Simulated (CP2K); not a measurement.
The system is Bi.

```xyz
1
Lattice="3.4319 0.0000 0.0000 -1.1440 3.2357 0.0000 -1.1440 -1.6178 2.8022" Properties=species:S:1:pos:R:3 pbc="T T T"
Bi    0.0000    0.0000    0.0000
```

This isn't the form of Bi at room conditions, which is rhombohedral.

Base run:

```yaml
Program: CP2K 2026.2
Functional: PBEsol
Dispersion: D3(BJ)
Potentials_or_basis: POTENTIAL_UZH Bi GTH-PBE-q5; TZVP-MOLOPT-PBE-GTH basis
Density_cutoff: 6123 eV
k_mesh: 9 × 9 × 9
Occupations: fermi-dirac, width 0.05 eV
Spin: no spin polarisation
```

Its results: band gap on the k mesh none (metal or under the smearing width); pressure -2.4 GPa.

The run is repeated on the same cell with these changes: dispersion from D3(BJ) to rVV10. What comes out?

Band gap on the k mesh none (metal or under the smearing width); pressure 0.3 GPa.

Caveats: the potentials were made for another functional, which shifts forces and pressure; spin-orbit coupling is left out, which moves the levels of the heavy elements; the basis of atomic orbitals isn't converged, which shifts pressures, moduli and gaps; pairwise dispersion overbinds metals, which lowers pressure and volume.
